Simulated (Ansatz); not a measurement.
**Ionic part of the dielectric constant of ZrO₂ at 11 GPa, mode by mode**

Method: DFT PBE, scalar-relativistic, plane waves, PAW (Ansatz 0.2.0). Plane waves to 420 eV; Γ-centred k mesh 8×8×8; fixed occupations. No spin polarisation. Phonons by linear response, acoustic sum rule imposed.

It takes space group Fm-3m (No. 225, cubic). Conventional cell: a = 5.044 Å, b = 5.044 Å, c = 5.044 Å, α = 90.00°, β = 90.00°, γ = 90.00°. Zr (site symmetry m-3m) has 8 O at 2.18 Å as nearest neighbours. O (site symmetry -43m) is surrounded by 4 Zr at 2.18 Å.

Other phases may be more stable at this pressure.

The primitive cell has V = 32.08 Å³ and ε∞,zz = 5.759. Each polar mode adds Δε = (4.92064×10⁷/V)·S/ν² along z, with S its oscillator strength in e²/amu, ν in cm⁻¹ and V in Å³.

Question: From these modes, find each Δε and ε0,zz.
| ν (cm⁻¹) | S_zz (e²/amu) |
| --- | --- |
| 267.2 | 1.398 |

Answer:
| ν (cm⁻¹) | Δε |
| --- | --- |
| 267.2 | 30.03 |

The sum is 30.025, so ε0,zz = 35.78; the run's tensor has 35.78.

Question: Where do the longitudinal modes lie for a wave vector along z?

Answer: At 666 cm⁻¹. The Lyddane–Sachs–Teller product Π(ν_LO/ν_TO)² = 6.21 matches ε0/ε∞ = 6.21.

This fluorite-type form isn't the usual stable structure of the compound at low pressure.

Cost: 1 run of about 0.21 core-minutes, on Intel Xeon 6975P-C (Granite Rapids) (shared hosts).